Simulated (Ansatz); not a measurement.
# TaS2: the cost of one run

Program: Ansatz 0.2.0. Level of theory: DFT PBEsol, scalar-relativistic, plane waves, PAW. These are calculated values, not measurements.

2 further runs of the same task are left out: 2 set aside as unsound or not needed.

### 1 The starting structure

Symmetry: P-3m1, No. 164, trigonal system. The conventional cell has a = 3.319 Å, b = 3.319 Å, c = 5.932 Å, α = 90.00°, β = 90.00°, γ = 120.00°. Ta (site symmetry -3m) is surrounded by 6 S at 2.46 Å. S (site symmetry 3m) is surrounded by 3 Ta at 2.46 Å.

As a file:

```
Ta S
1.0
     3.31892    0.00000    0.00000
    -1.65946    2.87427    0.00000
     0.00000    0.00000    5.93247
Ta S
1 2
Direct
  0.00000 0.00000 0.00000
  0.33333 0.66667 0.25959
  0.66667 0.33333 0.74041
```

This cell was relaxed beforehand with the same method: volume 18.86 Å³/atom, gap on the mesh none (metal).

### 2 The bulk in the cell of the plane

File input.yaml:

```yaml
crystal:
  lattice:
    - [3.3189246591, 0.0, 0.0]
    - [-1.6594623295, 2.874273068, 0.0]
    - [0.0, 0.0, 5.932471562]
  atoms:
    - { symbol: Ta, position: [0.0, 0.0, 0.0] }
    - { symbol: S, position: [0.3333333333, 0.6666666667, 0.2595914992] }
    - { symbol: S, position: [0.6666666667, 0.3333333333, 0.7404085008] }
basis:
  ecutwfc: 420
kpoints:
  mp_grid: { grid: [12, 12, 6] }
hamiltonian:
  xc: pbesol
scf:
  occupations: { method: gaussian, width: 0.1 }
output:
  forces: true
  stress: true
  eigenvalues: true
```

**Question.** How long does this run take on 1 thread of an Arm CPU, shared host, and how much memory does it need?

About 4.6 s, with a peak of 0.36 GiB.
